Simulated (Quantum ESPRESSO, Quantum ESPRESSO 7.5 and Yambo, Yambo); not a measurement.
**Quasiparticle gap of ZnSe (Stilleite) in Yambo**

How does a plane-wave GW calculation on ZnSe (Stilleite) run from the first input to the gap?

Calculated with Quantum ESPRESSO 7.5 and Yambo 5.3.0; PBE and many-body steps on it, plane waves.

**Experimental background.**

- Gap 2.695 ± 0.003 eV: excitonic gap from free-exciton PL, not corrected for exciton binding; photoluminescence; 300 K; bulk crystal (Bridgman-grown crystal, polished and etched) (“Alloy Disordering Effects on the Thermal Conductivity and Energy Gap Temperature Dependence of Cd1−xZnxSe Ternary Crystals Grown by the Bridgman Method”, 2023, pmc:10253836).

Most raw output is cut from this account.

## 1. The starting structure

Symmetry: F-43m, No. 216, cubic system. The conventional cell has a = 5.668 Å, b = 5.668 Å, c = 5.668 Å, α = 90.00°, β = 90.00°, γ = 90.00°. Nearest to Zn lie 4 Se at 2.45 Å. Se has 4 Zn at 2.45 Å nearest. Farther neighbours and most contacts between anions are not listed.

The cell and positions come from the Crystallography Open Database and are kept as given unless a step says otherwise.

## 2. Ground state

This step: Quantum ESPRESSO 7.5; DFT, PBE with spin-orbit coupling, plane waves, norm-conserving pseudopotentials.

The ground-state density comes first.

File pw.in:

```
&control
  calculation = 'scf'
  prefix = 'x'
  outdir = 'o'
  pseudo_dir = 'pseudo'
/
&system
  ibrav = 0
  nat = 2
  ntyp = 2
  ecutwfc = 78.0
  nbnd = 46
  force_symmorphic = .true.
  noncolin = .true.
  lspinorb = .true.
/
&electrons
  conv_thr = 1e-10
  electron_maxstep = 80
  mixing_beta = 0.5
/
ATOMIC_SPECIES
  Zn 65.38 Zn.upf
  Se 78.971 Se.upf
CELL_PARAMETERS angstrom
  -0.0000000000 2.8338000000 2.8338000000
  2.8338000000 -0.0000000000 2.8338000000
  2.8338000000 2.8338000000 0.0000000000
ATOMIC_POSITIONS crystal
  Zn 0.0000000000 0.0000000000 0.0000000000
  Se 0.2500000000 0.2500000000 0.2500000000
K_POINTS automatic
  6 6 6 0 0 0
```

On the command line:

```bash
OMP_NUM_THREADS=1 mpirun -n 4 pw.x -nk 4 -in pw.in > pw.out
```

Run time: 25 s. Hardware: 4 MPI ranks of Arm Neoverse V2, shared host; peak memory 0.51 GiB; 1.7 min of CPU time.

Numbers from this step:

- total energy: -8987.4469 eV
- gap: 1.164 eV
- k of the valence top: 0, 0, 0
- k of the conduction bottom: 0, 0, 0
- least direct gap: 1.164 eV

The gap is direct, at Γ.

## 3. Bands along the symmetry lines

Levels along a band path, at the cheap level, show where the edges lie and whether the meshes to come will hold them.

File pw.in:

```
&control
  calculation = 'bands'
  prefix = 'x'
  outdir = 'o'
  pseudo_dir = 'pseudo'
/
&system
  ibrav = 0
  nat = 2
  ntyp = 2
  ecutwfc = 78.0
  nbnd = 48
  force_symmorphic = .true.
  noncolin = .true.
  lspinorb = .true.
/
&electrons
  conv_thr = 1e-9
  electron_maxstep = 80
  diago_full_acc = .true.
  diago_thr_init = 5e-6
/
ATOMIC_SPECIES
  Zn 65.38 Zn.upf
  Se 78.971 Se.upf
CELL_PARAMETERS angstrom
  -0.0000000000 2.8338000000 2.8338000000
  2.8338000000 -0.0000000000 2.8338000000
  2.8338000000 2.8338000000 0.0000000000
ATOMIC_POSITIONS crystal
  Zn 0.0000000000 0.0000000000 0.0000000000
  Se 0.2500000000 0.2500000000 0.2500000000
K_POINTS crystal
  50
  0.00000000 0.00000000 0.00000000 1
  -0.06250000 -0.06250000 0.00000000 1
  -0.12500000 -0.12500000 0.00000000 1
  -0.18750000 -0.18750000 0.00000000 1
  -0.25000000 -0.25000000 0.00000000 1
  -0.31250000 -0.31250000 0.00000000 1
  -0.37500000 -0.37500000 0.00000000 1
  -0.43750000 -0.43750000 0.00000000 1
  -0.50000000 -0.50000000 0.00000000 1
  -0.48437500 -0.48437500 0.03125000 1
  -0.46875000 -0.46875000 0.06250000 1
  -0.45312500 -0.45312500 0.09375000 1
  -0.43750000 -0.43750000 0.12500000 1
  -0.42187500 -0.42187500 0.15625000 1
  -0.40625000 -0.40625000 0.18750000 1
  -0.39062500 -0.39062500 0.21875000 1
  -0.37500000 -0.37500000 0.25000000 1
  -0.37500000 0.00000000 0.37500000 1
  -0.32812500 0.00000000 0.32812500 1
  -0.28125000 0.00000000 0.28125000 1
  -0.23437500 0.00000000 0.23437500 1
  -0.18750000 0.00000000 0.18750000 1
  -0.14062500 0.00000000 0.14062500 1
  -0.09375000 0.00000000 0.09375000 1
  -0.04687500 0.00000000 0.04687500 1
  0.00000000 0.00000000 0.00000000 1
  0.00000000 0.00000000 0.06250000 1
  0.00000000 0.00000000 0.12500000 1
  0.00000000 0.00000000 0.18750000 1
  0.00000000 0.00000000 0.25000000 1
  0.00000000 0.00000000 0.31250000 1
  0.00000000 0.00000000 0.37500000 1
  0.00000000 0.00000000 0.43750000 1
  0.00000000 0.00000000 0.50000000 1
  -0.06250000 -0.03125000 0.46875000 1
  -0.12500000 -0.06250000 0.43750000 1
  -0.18750000 -0.09375000 0.40625000 1
  -0.25000000 -0.12500000 0.37500000 1
  -0.31250000 -0.15625000 0.34375000 1
  -0.37500000 -0.18750000 0.31250000 1
  -0.43750000 -0.21875000 0.28125000 1
  -0.50000000 -0.25000000 0.25000000 1
  -0.50000000 -0.28125000 0.21875000 1
  -0.50000000 -0.31250000 0.18750000 1
  -0.50000000 -0.34375000 0.15625000 1
  -0.50000000 -0.37500000 0.12500000 1
  -0.50000000 -0.40625000 0.09375000 1
  -0.50000000 -0.43750000 0.06250000 1
  -0.50000000 -0.46875000 0.03125000 1
  -0.50000000 -0.50000000 0.00000000 1
```

Run time: 21 s. Hardware: 4 MPI ranks; peak memory 0.36 GiB; 85 s of CPU time.

This step gave:

```
gap                        : 1.164 eV
k of the valence top       : 0, 0, 0
k of the conduction bottom : 0, 0, 0
least direct gap           : 1.164 eV
```

The gap is 1.164 eV, as in the run before at this level.

The electronic bands at the labelled points (eV, zero at the top of the highest filled band):

```csv
point,band 33,band 34,band 35,band 36,band 37,band 38,band 39,band 40
Γ,0.00,0.00,0.00,0.00,1.16,1.16,5.59,5.59
halfway,-1.47,-1.47,-1.28,-1.28,3.80,3.80,3.90,3.90
X,-2.40,-2.40,-2.22,-2.22,2.86,2.86,3.34,3.34
halfway,-2.73,-2.67,-2.20,-2.19,3.12,3.14,3.91,3.96
U,-3.27,-3.16,-1.91,-1.91,3.46,3.46,5.42,5.53
jump to K,-3.27,-3.16,-1.91,-1.91,3.46,3.46,5.42,5.53
halfway,-1.91,-1.83,-0.62,-0.61,3.63,3.70,5.80,5.88
Γ,0.00,0.00,0.00,0.00,1.16,1.16,5.59,5.59
halfway,-0.72,-0.72,-0.49,-0.48,2.62,2.62,6.27,6.27
L,-1.11,-1.11,-0.88,-0.88,2.42,2.42,6.23,6.23
halfway,-2.58,-2.49,-1.61,-1.56,4.07,4.14,5.42,5.43
W,-3.00,-2.82,-2.77,-2.75,5.26,5.36,5.44,5.51
halfway,-2.72,-2.61,-2.51,-2.50,3.74,3.76,4.13,4.20
X,-2.40,-2.40,-2.22,-2.22,2.86,2.86,3.34,3.34
```

## 4. Empty states on the mesh, 4×4×4 mesh, 274 bands

The sums over transitions need many empty states on a uniform mesh; this step solves for them.

File pw.in:

```
&control
  calculation = 'nscf'
  prefix = 'x'
  outdir = 'o'
  pseudo_dir = 'pseudo'
/
&system
  ibrav = 0
  nat = 2
  ntyp = 2
  ecutwfc = 78.0
  nbnd = 274
  force_symmorphic = .true.
  noncolin = .true.
  lspinorb = .true.
/
&electrons
  conv_thr = 1e-9
  electron_maxstep = 80
  diago_full_acc = .true.
  diago_thr_init = 5e-6
/
ATOMIC_SPECIES
  Zn 65.38 Zn.upf
  Se 78.971 Se.upf
CELL_PARAMETERS angstrom
  -0.0000000000 2.8338000000 2.8338000000
  2.8338000000 -0.0000000000 2.8338000000
  2.8338000000 2.8338000000 0.0000000000
ATOMIC_POSITIONS crystal
  Zn 0.0000000000 0.0000000000 0.0000000000
  Se 0.2500000000 0.2500000000 0.2500000000
K_POINTS automatic
  4 4 4 0 0 0
```

It took 41 s on 4 MPI ranks; peak memory 0.89 GiB.

Numbers from this step:

```
gap                                                           : 1.164 eV
k of the valence top                                          : 0, 0, 0
k of the conduction bottom                                    : 0, 0, 0
least direct gap                                              : 1.164 eV
k points computed                                             : 8
lowest point of the top converged band, above the valence top : 98.6577 eV
```

On this mesh the gap is 1.164 eV.

## 5. Conversion and set-up

This step: Yambo 5.3.0; conversion and set-up on PBE with spin-orbit coupling, plane waves, norm-conserving pseudopotentials.

The states are converted to the many-body program's format and the q mesh is built.

On the command line:

```bash
(cd o/x.save; p2y > p2y.log; mv SAVE ../..); yambo > setup.log
```

It took 2.7 s on 1 MPI rank; peak memory 0.25 GiB.

## 6. Screening and self-energy, 4×4×4 mesh, 274 bands, screening to 142.9 eV

G0W0 replaces the xc potential by the self-energy, built once from these orbitals. Only a window of levels is corrected, while the sums run over the empty bands that the input names.

This step: G0W0 on PBE with spin-orbit coupling, plane waves, norm-conserving pseudopotentials.

File gw4.in:

```
HF_and_locXC
gw0
dyson
ppa
em1d
rim_cut
RandQpts= 1000000
RandGvec= 1 RL
EXXRLvcs= 78 Ry
VXCRLvcs= 312 Ry
Chimod= "HARTREE"
% BndsRnXp
 1 | 274 |
%
NGsBlkXp= 10.5 Ry
% LongDrXp
 1 | 1 | 1 |
%
% GbndRnge
 1 | 274 |
%
DysSolver= "n"
ExtendOut
PPAPntXp= 27.21138 eV
% QPkrange
 1 | 1 | 33 | 40 |
%
```

On the command line:

```bash
OMP_NUM_THREADS=1 mpirun -n 4 yambo -F gw4.in -J gw4 -C gw4 > gw4.log
```

The job ended after 6.1 min (4 MPI ranks; peak memory 3.3 GiB; 24 min of CPU time).

This step gave:

```
G0W0 gap on the points computed              : 2.413 eV
starting gap on the mesh                     : 1.164 eV
k of the valence top                         : 0, 0, 0
k of the conduction bottom                   : 0, 0, 0
least direct G0W0 gap on the computed points : 2.413 eV
Z at the valence top                         : 0.7975
Z at the conduction bottom                   : 0.8127
```

The gap on the mesh goes from 1.16 eV to 2.41 eV, a correction of +1.25 eV.

Limits: finite bands, cutoff and mesh; exchange with frozen shells missing; coarse k mesh. v1 is the top filled band, c1 the lowest empty one. Levels before and after the correction, in eV, zero at the valence-band top of each column:

|  | conduction bottom | valence top |
| --- | --- | --- |
| Kohn-Sham | 1.16 | 0.00 |
| G0W0 | 2.41 | 0.00 |

```
             level  energy (eV)
Kohn-Sham  Γ v4-v1        0.000
Kohn-Sham  Γ c1-c2        1.164
Kohn-Sham  Γ c3-c4        5.588
     G0W0  Γ v4-v1        0.000
     G0W0  Γ c1-c2        2.413
     G0W0  Γ c3-c4        7.273
```

## 7. Where the time went

Times are wall times on the hardware named with each run, good to a factor of about two.

| step | time | share | memory (GiB) |
| --- | --- | --- | --- |
| ground state | 25 s | 6 % | 0.51 |
| bands along the symmetry lines | 21 s | 5 % | 0.36 |
| empty states on the mesh | 41 s | 9 % | 0.89 |
| conversion and set-up | 2.7 s | 1 % | 0.25 |
| screening and self-energy | 6.1 min | 80 % | 3.3 |

## 8. What came out

```json
{
 "PBE gap": "1.16 eV, direct",
 "G0W0 gap on the mesh": "2.41 eV",
 "GW settings": "4×4×4 mesh, 274 bands, screening to 142.9 eV, Godby-Needs plasmon pole",
 "known limits": "not at the basis limit; exchange with frozen shells missing; coarse k mesh"
}
```

In words: G0W0 moves the gap on the mesh from 1.16 eV to 2.41 eV (+1.25 eV), with Z of 0.80 and 0.81 at the edges. Only 1 of the mesh's irreducible points was corrected, so a valley elsewhere could overtake. The dearest step here is «screening and self-energy». Against experiment, by G0W0@PBE: the direct gap of 2.41 eV lies −0.28 eV from the measured 2.695 ± 0.003 eV (exciton, 300 K, 2023). An exciton line or allowed optical edge lies below the quasiparticle gap by the binding energy; a forbidden edge can push the onset above it. The calculation has static nuclei and no excitons; a measured gap holds zero-point and thermal motion, which mostly lowers it. Bands and cutoff are finite, so the gap is not at the basis limit. The miss can reach some tenths of an eV and take either sign; the mesh is an error of its own. In the G0W0 run levels were corrected at 1 k point alone, so a gap called «on the mesh» is the least over those, and an edge elsewhere would be missed. The 4×4×4 mesh is coarse for this cell, which bears on the long-range parts of exchange and screening. The norm-conserving file of at least one element keeps a d shell over frozen s and p shells of the same row. Exchange with those shells is missing from the self-energy, an error of 0.3 to 0.9 eV in cases checked, whose sign depends on which edge lies on those atoms.

[Paths, hosts, dates, memory and timing lines, banners, echoed tables and standing remarks are left out of the program output.]

[Logs are printed without paths, hosts, clocks, repeated set-up lines and the standing remarks that a program may print on its own settings, such as how far it seeks lower states.]

[Runs of the session that timed out or met a known fault of the program may be left out.]

[Hosts, paths, dates, database ids (printed as entryN), source tags and the programs' standing remarks are cut or masked in the printed files.]
